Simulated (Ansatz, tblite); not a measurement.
# CsSnBr₃ with GFN2-xTB from a Python script

These are simulated results from tblite 0.8.0, not measurements. The cell was built from a prototype and was relaxed with r2SCAN in plane waves (Ansatz 0.2.0). It may be hypothetical. All runs are without spin polarisation.

It is cubic, Pm-3m (No. 221); conventional cell a = 5.841 Å, 39.86 Å³ an atom. Cs has 12 Br at 4.13 Å; Sn has 6 Br at 2.92 Å; Br has 2 Sn at 2.92 Å and 4 Cs at 4.13 Å.

tblite solves periodic systems at the zone centre alone, so the script builds a cluster of 2×2×2 conventional cells (40 atoms), which folds in a coarse mesh of k points.

The script, run.py:

```python
import json
from ase import Atoms
from ase.build import make_supercell
from ase.units import Bohr, GPa, Hartree
from tblite.interface import Calculator

atoms = Atoms(['Cs', 'Sn', 'Br', 'Br', 'Br'],
              cell=[[5.841149, 0.0, 0.0], [0.0, 5.841149, 0.0], [0.0, 0.0, 5.841149]],
              scaled_positions=[[-0.0, -0.0, -0.0], [0.5, 0.5, 0.5], [0.5, 0.5, 0.0], [0.5, -0.0, 0.5], [0.0, 0.5, 0.5]],
              pbc=True)
cluster = make_supercell(atoms, [[2, 0, 0], [0, 2, 0], [0, 0, 2]])
calc = Calculator('GFN2-xTB', cluster.numbers, cluster.positions / Bohr, lattice=cluster.cell[:] / Bohr, periodic=cluster.pbc)
calc.set('temperature', 0.02 / Hartree)
calc.set('max-iter', 150)
res = calc.singlepoint()
levels = res.get('orbital-energies') * Hartree
nv = round(res.get('orbital-occupations').sum() / 2)
cells = len(cluster) // len(atoms)
out = {'energy_per_cell': res.get('energy') * Hartree / cells, 'homo': levels[nv - 1], 'lumo': levels[nv],
       'stress': (-res.get('virial') * Hartree / cluster.get_volume() / GPa).tolist(), 'charges': res.get('charges')[:len(atoms)].tolist(), 'electrons': 2 * nv / cells}
json.dump(out, open('results.json', 'w'))
for key, value in out.items():
    print(key, value)
```

Command: `python run.py`. It took 2.5 s on 1 thread of Intel(R) Xeon(R) 6975P-C (Granite Rapids), on a shared host, peak memory 0.1 GiB.

The log:

```
------------------------------------------------------------
  cycle        total energy    energy error   density error
------------------------------------------------------------
      1     -113.8224475507  -1.1385692E+02   3.1154343E-01
      2     -63.49501924761   5.0327428E+01   5.9525430E-01
      3     -115.7556183099  -5.2260599E+01   1.9790748E-01
      4     -118.7803401369  -3.0247218E+00   6.0959552E-02
      5     -119.0230079672  -2.4266783E-01   4.0719392E-02
      6     -119.0511632683  -2.8155301E-02   3.2507923E-02
      7     -119.0480054780   3.1577903E-03   2.6690495E-02
      8     -119.1065981697  -5.8592692E-02   4.1933326E-03
      9     -119.1077722183  -1.1740486E-03   3.0299998E-03
     10     -119.1088341526  -1.0619343E-03   1.3048407E-03
     11     -119.1090420396  -2.0788702E-04   5.9504042E-04
     12     -119.1090914672  -4.9427589E-05   1.4712401E-04
     13     -119.1090922765  -8.0925861E-07   4.3358017E-05
     14     -119.1090924037  -1.2721490E-07   3.0190681E-05
     15     -119.1090924803  -7.6571567E-08   1.9629977E-05
------------------------------------------------------------

 total:                                   1.987 sec
energy_per_cell -405.14043681162514
homo -10.502375271916593
lumo -6.201501443033982
stress [[2.03333281096477, 6.661118988251364e-07, 6.661119541283571e-07], [6.66111898825235e-07, 2.0333328109647266, 6.661119552657057e-07], [6.661119541290723e-07, 6.661119552702726e-07, 2.033332810964762]]
charges [0.536707578057896, 0.7264657746381851, -0.42107210377092147, -0.42107210377093546, -0.42107210377102433]
electrons 26.0
```

The cycle table is in hartree for the whole cluster, and the lines after it are in eV (the energy for one cell). The printed stress is in GPa and positive in compression, and the pressure is its mean diagonal.

GFN2-xTB gives a gap of 4.30 eV. On the same cell, plane-wave PBE (Ansatz, 4×4×4 k points and the special points) gives a gap of 0.50 eV and r2SCAN a gap of 0.68 eV; on shared hosts these took about 3.3 and 8.9 core-seconds on the 5-atom cell, against 2.5 for the script. Spin-orbit coupling, left out in all these runs, can cut or reorder the gap by tenths of an eV, up to about 1 eV with Pb or Bi. xTB was fitted to molecules, so gaps, charges and pressures of solids can be far off, and the gap also depends on the size of the cluster.

The same script was run on cells scaled at fixed shape and fractional coordinates:

| volume (Å³/atom) | energy (meV/atom) | pressure (GPa, positive in compression) | gap (eV) |
| --- | --- | --- | --- |
| 35.08 | 104.8 | 5.22 | 3.74 |
| 37.47 | 40.8 | 3.42 | 4.08 |
| 39.86 | 0.0 | 2.03 | 4.30 |
| 42.25 | -35.8 | 0.96 | 4.43 |
| 44.64 | -44.0 | 0.26 | 4.50 |

The minimum lies beyond the largest of these volumes.

xTB was fitted mostly to molecules, and a small cluster samples few k points, so gaps, pressures and kinks along a curve can be far from a solid's.

Spin-orbit coupling is left out, which matters wherever the heavy atoms make up the band edges.
